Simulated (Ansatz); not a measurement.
# Mo5S11: the cost of one run

Computed with Ansatz 0.2.0 (DFT PBE+D3(BJ), scalar-relativistic, plane waves, PAW, unless a step's input says otherwise).

**1. The system as given**

The structure is triclinic, space group P1 (No. 1). Conventional cell: a = 5.478 Å, b = 6.390 Å, c = 26.426 Å, α = 90.00°, β = 90.00°, γ = 106.61°. Mo (site symmetry 1) has 4 S at 2.36 Å as nearest neighbours. S (site symmetry 1) has 2 Mo at 2.36 Å as nearest neighbours. Mo (site symmetry 1) is surrounded by 6 S at 2.36 Å. Around S (site symmetry 1) lie 3 Mo at 2.36 Å. Only part of the 16 independent sites is listed.

Structure file:

```
CELL_PARAMETERS angstrom
5.47848 0.00000 0.00000
1.82616 6.12333 0.00000
0.00000 0.00000 26.42600
ATOMIC_POSITIONS crystal
Mo 0.50000 0.00000 0.34057
S 0.75160 0.24520 0.34057
S 0.91510 0.75470 0.34057
Mo 0.00000 0.00000 0.40042
S 0.25160 0.24520 0.40042
S 0.41510 0.75470 0.40042
Mo 0.50000 0.00000 0.46027
S 0.75160 0.24520 0.46027
S 0.91510 0.75470 0.46027
Mo 0.00000 0.00000 0.52011
S 0.25160 0.24520 0.52011
S 0.41510 0.75470 0.52011
Mo 0.50000 0.00000 0.57996
S 0.75160 0.24520 0.57996
S 0.91510 0.75470 0.57996
S 0.75160 0.24520 0.65943
```

Slab cut from the bulk at the bulk's listed lattice constants, lower half held.

**2. Relaxing the atoms**

input.yaml reads:

```yaml
crystal:
  lattice:
    - [5.47847794, 0.0, 0.0]
    - [1.82615931, 6.12333, 0.0]
    - [0.0, 0.0, 26.4260014844]
  atoms:
    - { symbol: Mo, position: [0.5, 0.0, 0.3405736583], spin: 1.0 }
    - { symbol: S, position: [0.7516, 0.2452, 0.3405736583] }
    - { symbol: S, position: [0.9151, 0.7547, 0.3405736583] }
    - { symbol: Mo, position: [0.0, 0.0, 0.400420037], spin: 1.0 }
    - { symbol: S, position: [0.2516, 0.2452, 0.400420037] }
    - { symbol: S, position: [0.4151, 0.7547, 0.400420037] }
    - { symbol: Mo, position: [0.5, 0.0, 0.4602664065], spin: 1.0 }
    - { symbol: S, position: [0.7516, 0.2452, 0.4602664065] }
    - { symbol: S, position: [0.9151, 0.7547, 0.4602664065] }
    - { symbol: Mo, position: [0.0, 0.0, 0.520112776], spin: 1.0 }
    - { symbol: S, position: [0.2516, 0.2452, 0.520112776] }
    - { symbol: S, position: [0.4151, 0.7547, 0.520112776] }
    - { symbol: Mo, position: [0.5, 0.0, 0.5799591548], spin: 1.0 }
    - { symbol: S, position: [0.7516, 0.2452, 0.5799591548] }
    - { symbol: S, position: [0.9151, 0.7547, 0.5799591548] }
    - { symbol: S, position: [0.7516, 0.2452, 0.6594263417], spin: 2.0 }
basis:
  ecutwfc: 420.0
  fft_grid_basis: typed
kpoints:
  mp_grid: { grid: [5, 4, 1] }
hamiltonian:
  xc: pbe
  dispersion: d3bj
  pseudopotentials: { kind: paw }
scf:
  occupations: { method: gaussian, width: 0.05 }
output:
  forces: true
  eigenvalues: true
  populations: true
efield:
  axis: 3
  dipole_correction: true
  ramp_width: 0.04
magnetization:
  spin_polarized: true
relax:
  adjacent_minimum: "off"
  f_tol: 0.04
  max_steps: 40
  constraints: [{ sites: [0, 1, 2, 3, 4, 5] }]
```

Launch:

```sh
$ ansatz run input.yaml --threads 4 --pin off --max-ram 8847MiB --backend cpu --events-out ev --progress --plain --runs-dir out
```

What time and memory should one allow on 4 threads of Arm Neoverse V2, shared host?

About 13 min, with a peak of 2.6 GiB.
